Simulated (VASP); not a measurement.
# Mg (I4/mmm) in VASP: single point with PBEsol

Aim: the single point of Mg with PBEsol.

Program: VASP 6.6.1. These are calculated values, not measurements. Logs are shortened: lines on timing, memory, paths and dates and some standing lists are left out, and cuts for length are marked.

### Step 1. The structure

The structure is tetragonal, space group I4/mmm (No. 139). Conventional cell: a = 3.672 Å, b = 3.672 Å, c = 3.359 Å, α = 90.00°, β = 90.00°, γ = 90.00°. Mg (site symmetry 4/mmm) has 10 Mg at 3.09 to 3.36 Å as nearest neighbours.

This isn't the form of Mg at room conditions, which is hcp.

### Step 2. Single point, PBEsol

INCAR

```
SYSTEM = Mg
ALGO = Normal
EDIFF = 1E-6
ENCUT = 520
GGA = PS
ISIF = 2
ISMEAR = 1
LASPH = .TRUE.
LCHARG = .FALSE.
LREAL = .FALSE.
LWAVE = .FALSE.
NBANDS = 7
NELM = 100
PREC = Accurate
SIGMA = 0.1
```

KPOINTS

```
k-points
0
G
  9 9 9
  0 0 0
```

POSCAR

```
Mg
1.0
   -1.8359916300      1.8359916300      1.6794040200
    1.8359916300     -1.8359916300      1.6794040200
    1.8359916300      1.8359916300     -1.6794040200
Mg
1
Direct
    0.0000000000      0.0000000000      0.0000000000
```

Potentials or basis: VASP PAW PBE potentials, release 64 (Mg).

Command:

```sh
$ cat potpaw_PBE.64/Mg/POTCAR > POTCAR
$ mpirun -np 1 vasp_std > vasp.out
```

OUTCAR:

```text
SYSTEM = Mg
   EDIFF = 1E-6
   ENCUT = 520
   GGA = PS
   ISIF = 2
   ISMEAR = 1
   LASPH = .TRUE.
   LREAL = .FALSE.
   NELM = 100
   PREC = Accurate

 ion  position               nearest neighbor table
   1  0.000  0.000  0.000-

  LATTYP: Found a body centered tetragonal cell.
 ALAT       =     3.6719832600
 C/A-ratio  =     0.9147122419

  Lattice vectors:

 A1 = (  -1.8359916300,   1.8359916300,   1.6794040200)
 A2 = (   1.8359916300,  -1.8359916300,   1.6794040200)
 A3 = (   1.8359916300,   1.8359916300,  -1.6794040200)

Analysis of symmetry for initial positions (statically):
=====================================================================
 Subroutine PRICEL returns:
 Original cell was already a primitive cell.

 Routine SETGRP: Setting up the symmetry group for a
 body centered tetragonal supercell.

 Subroutine GETGRP returns: Found 16 space group operations
 (whereof 16 operations were pure point group operations)
 out of a pool of 16 trial point group operations.

The static configuration has the point symmetry D_4h.

Analysis of symmetry for dynamics (positions and initial velocities):
=====================================================================
 Subroutine PRICEL returns:
 Original cell was already a primitive cell.

 Routine SETGRP: Setting up the symmetry group for a
 body centered tetragonal supercell.

 Subroutine GETGRP returns: Found 16 space group operations
 (whereof 16 operations were pure point group operations)
 out of a pool of 16 trial point group operations.

The dynamic configuration has the point symmetry D_4h.

 Subroutine INISYM returns: Found 16 space group operations
 (whereof 16 operations are pure point group operations),
 and found     1 'primitive' translations

----------------------------------------------------------------------------------------

                                     Primitive cell

  volume of cell :      22.6442

  direct lattice vectors                    reciprocal lattice vectors
    -1.835991630  1.835991630  1.679404020     0.000000000  0.272332396  0.297724665
     1.835991630 -1.835991630  1.679404020     0.272332396  0.000000000  0.297724665
     1.835991630  1.835991630 -1.679404020     0.272332396  0.272332396  0.000000000

  length of vectors
     3.092269133  3.092269133  3.092269133     0.403490905  0.403490905  0.385136168

  position of ions in fractional coordinates (direct lattice)
     0.000000000  0.000000000  0.000000000

  ion indices of the primitive-cell ions
   primitive index   ion index
                 1           1

----------------------------------------------------------------------------------------

 KPOINTS: k-points

Automatic generation of k-mesh.
 Grid dimensions read from file:
 generate k-points for:    9    9    9

 Generating k-lattice:

  Cartesian coordinates                     Fractional coordinates (reciprocal lattice)
     0.000000000  0.030259155  0.033080518     0.111111111  0.000000000 -0.000000000
     0.030259155  0.000000000  0.033080518     0.000000000  0.111111111 -0.000000000
     0.030259155  0.030259155  0.000000000     0.000000000  0.000000000  0.111111111

  Length of vectors
     0.044832323  0.044832323  0.042792908

  Shift w.r.t. Gamma in fractional coordinates (k-lattice)
     0.000000000  0.000000000  0.000000000

 Subroutine IBZKPT returns following result:
 ===========================================

 Found     75 irreducible k-points:

 Following reciprocal coordinates:
            Coordinates               Weight
  0.000000  0.000000  0.000000      1.000000
  0.111111 -0.000000  0.000000      8.000000
  0.222222 -0.000000  0.000000      8.000000
  0.333333 -0.000000  0.000000      8.000000
  0.444444 -0.000000  0.000000      8.000000
  0.111111  0.111111  0.000000      8.000000
[... 16 lines left out ...]
 -0.333333  0.333333  0.000000      4.000000
  0.444444  0.444444  0.000000      8.000000
 [... further k-points ...]
   k-points           NKPTS =     75   k-points in BZ     NKDIM =     75   number of bands    NBANDS=      7
   number of dos      NEDOS =    301   number of ions     NIONS =      1
   total plane-waves  NPLWV =  13824
   dimension x,y,z NGX =    24 NGY =   24 NGZ =   24
   dimension x,y,z NGXF=    48 NGYF=   48 NGZF=   48
   ions per type =               1
   NGX,Y,Z   is equivalent  to a cutoff of  12.90, 12.90, 12.90 a.u.
   NGXF,Y,Z  is equivalent  to a cutoff of  25.81, 25.81, 25.81 a.u.
 SYSTEM =  Mg
   PREC   = accura    normal or accurate (medium, high low for compatibility)
   ISTART =      0    job   : 0-new  1-cont  2-samecut
   ICHARG =      2    charge: 1-file 2-atom 10-const
   ISPIN  =      1    spin polarized calculation?
   LNONCOLLINEAR =      F non collinear calculations
   LSORBIT =      F    spin-orbit coupling
   LASPH  =      T    aspherical Exc in radial PAW
   ENCUT  =  520.0 eV  38.22 Ry    6.18 a.u.   5.75  5.75  5.75*2*pi/ulx,y,z
   NELM   =    100;   NELMIN=  2; NELMDL= -5     # of ELM steps
   EDIFF  = 0.1E-05   stopping-criterion for ELM
   LREAL  =      F    real-space projection
   EDIFFG = 0.1E-04   stopping-criterion for IOM
   NSW    =      0    number of steps for IOM
   IBRION =     -1    ionic relax: 0-MD 1-quasi-New 2-CG
   NFREE  =      0    steps in history (QN), initial steepest desc. (CG)
   ISIF   =      2    stress and relaxation
   ISYM   =      2    0-nonsym 1-usesym 2-fastsym
   POTIM  = 0.5000    time-step for ionic-motion
   TEBEG  =    0.0;   TEEND  =   0.0 temperature during run
   PSTRESS=    0.0 pullay stress
   NELECT =       2.0000    total number of electrons
   NUPDOWN=      -1.0000    fix difference up-down
   EMIN   =  10.00;   EMAX   =-10.00  energy-range for DOS
   EFERMI =   0.00;   METHOD = LEGACY
   ISMEAR =     1;   SIGMA  =   0.10  broadening in eV -4-tet -1-fermi 0-gaus
   EFERMI_NEDOS =   21; number of points for ismear=-14 and -15
   IALGO  =     38    algorithm
   IMIX   =      4    mixing-type and parameters
     AMIX     =   0.40;   BMIX     =  1.00
     AMIX_MAG =   1.60;   BMIX_MAG =  1.00
  volume/ion in A,a.u.               =      22.64       152.81
  Fermi-wavevector in a.u.,A,eV,Ry     =   0.729065  1.377732  7.231974  0.531535
  Thomas-Fermi vector in A             =   1.820694
   LORBIT       =      0    0 simple, 1 ext, 2 COOP (PROOUT), +10 PAW based schemes
   GGA     = PS    functional components
   LHFCALC =     F    Hartree Fock is set to
   AEXX    =    0.0000 exact exchange contribution
   IVDW    =     0    specifies the selected vdW correction
   LEPSILON=     F    determine dielectric tensor
   LRPA    =     F    only Hartree local field effects (RPA)
 non-spin polarized calculation
 Methfessel and Paxton  Order N= 1 SIGMA  =   0.10
  energy-cutoff  :      520.00
  volume of cell :       22.64
 maximum number of plane-waves:       622
   NGX = 11   NGY = 11   NGZ = 11

 number of electron       2.0000000 magnetization

 Free energy of the ion-electron system (eV)
  ---------------------------------------------------
  ext. energy  EPLUGINS =         0.00000000
  ---------------------------------------------------
  free energy    TOTEN  =        -1.68945126 eV

  energy without entropy =       -1.68999977  energy(sigma->0) =       -1.68963410

 E-fermi :   2.7598     XC(G=0):  -8.5793

 val. band max:        2.6602659666   @ k =  -0.4444   0.4444   0.1111
 cond. band min:       2.7811772048   @ k =   0.3333   0.3333   0.1111
 fundamental gap:      0.1209112382
 Fermi energy:         2.7597798658

 k-point     1 :       0.0000    0.0000    0.0000
  band No.  band energies     occupation
      1      -4.3223      2.00000
      2      14.6248      0.00000
      3      16.4768      0.00000
      4      16.4768      0.00000
      5      16.8166      0.00000
      6      17.0411      0.00000
      7      17.0411      0.00000

 k-point     2 :       0.1111   -0.0000    0.0000
  band No.  band energies     occupation
      1      -4.0193      2.00000
      2      13.5886      0.00000
      3      13.6042      0.00000
      4      15.1239      0.00000
      5      15.2773      0.00000
      6      17.1625      0.00000
      7      18.2989      0.00000

 k-point     3 :       0.2222   -0.0000    0.0000
  band No.  band energies     occupation
      1      -3.1162      2.00000
      2       9.6902      0.00000
      3      12.2967      0.00000
      4      13.4681      0.00000
      5      13.8951      0.00000
      6      15.7916      0.00000
      7      19.1404      0.00000

 k-point     4 :       0.3333   -0.0000    0.0000
  band No.  band energies     occupation
      1      -1.6308      2.00000
      2       6.1359      0.00000
      3      11.3898      0.00000
      4      12.3142      0.00000
      5      12.9552      0.00000
      6      14.7246      0.00000
      7      20.1037      0.00000

 k-point     5 :       0.4444   -0.0000    0.0000
  band No.  band energies     occupation
      1       0.3937      2.00000
      2       3.0718     -0.00009
      3      10.9285      0.00000
      4      11.7347      0.00000
      5      12.4908      0.00000
      6      14.1377      0.00000
      7      21.3695      0.00000
[... 161 lines left out ...]
 k-point    22 :      -0.4444    0.3333    0.0000
  band No.  band energies     occupation
      1      -0.7694      2.00000
      2       3.9614     -0.00000
      3      10.1424      0.00000
      4      12.5156      0.00000
      5      15.6562      0.00000
      6      17.2943      0.00000
      7      18.7142      0.00000

 k-point    23 :      -0.3333    0.3333    0.0000
  band No.  band energies     occupation
      1      -1.8659      2.00000
      2       5.2187      0.00000
      3      13.0702      0.00000
      4      13.6492      0.00000
      5      14.7316      0.00000
      6      15.1773      0.00000
      7      18.9552      0.00000

 k-point    24 :       0.4444    0.4444    0.0000
  band No.  band energies     occupation
      1       1.1346      2.00000
      2       1.5825      2.00000
      3       9.8930      0.00000
      4      12.2872      0.00000
      5      15.4716      0.00000
      6      17.4537      0.00000
      7      19.4100      0.00000

 [... further k-points ...]

------------------------ aborting loop because EDIFF is reached ----------------------------------------

  FORCE on cell =-STRESS in cart. coord.  units (eV):
  Direction    XX          YY          ZZ          XY          YZ          ZX
  --------------------------------------------------------------------------------------
  -------------------------------------------------------------------------------------
  Total       -0.0203775     -0.0203775     -0.0895932      0.0000000      0.0000000      0.0000000
  in kB       -1.4418023     -1.4418023     -6.3391226      0.0000000      0.0000000      0.0000000
  external PRESSURE =      -3.0742424 kB  Pullay stress =       0.0000000 kB

 VOLUME and BASIS-vectors are now :
 -----------------------------------------------------------------------------
  energy-cutoff  :      520.00
  volume of cell :       22.64
      direct lattice vectors                 reciprocal lattice vectors
    -1.835991630  1.835991630  1.679404020     0.000000000  0.272332396  0.297724665
     1.835991630 -1.835991630  1.679404020     0.272332396  0.000000000  0.297724665
     1.835991630  1.835991630 -1.679404020     0.272332396  0.272332396  0.000000000

 POSITION                                       TOTAL-FORCE (eV/Angst)
 -----------------------------------------------------------------------------------
      0.00000      0.00000      0.00000         0.000000     -0.000000      0.000000
 -----------------------------------------------------------------------------------
    total drift:                                0.000000      0.000000      0.000000

  FREE ENERGIE OF THE ION-ELECTRON SYSTEM (eV)
  ---------------------------------------------------
  free  energy   TOTEN  =        -1.6894512593 eV

  energy  without entropy=       -1.6899997669  energy(sigma->0) =       -1.68963410
```

Run time: 7.8 s. Hardware: 1 thread of Intel Xeon Platinum 8488C (Sapphire Rapids), shared host; peak memory 0.14 GiB.

Results:

```
Free energy            : -1.6895 eV
Pressure               : -0.3 GPa
Band gap on the k mesh : none (metal or under the smearing width)
```

Caveat: the PAW data sets were made with another functional, which shifts forces and pressure a little.
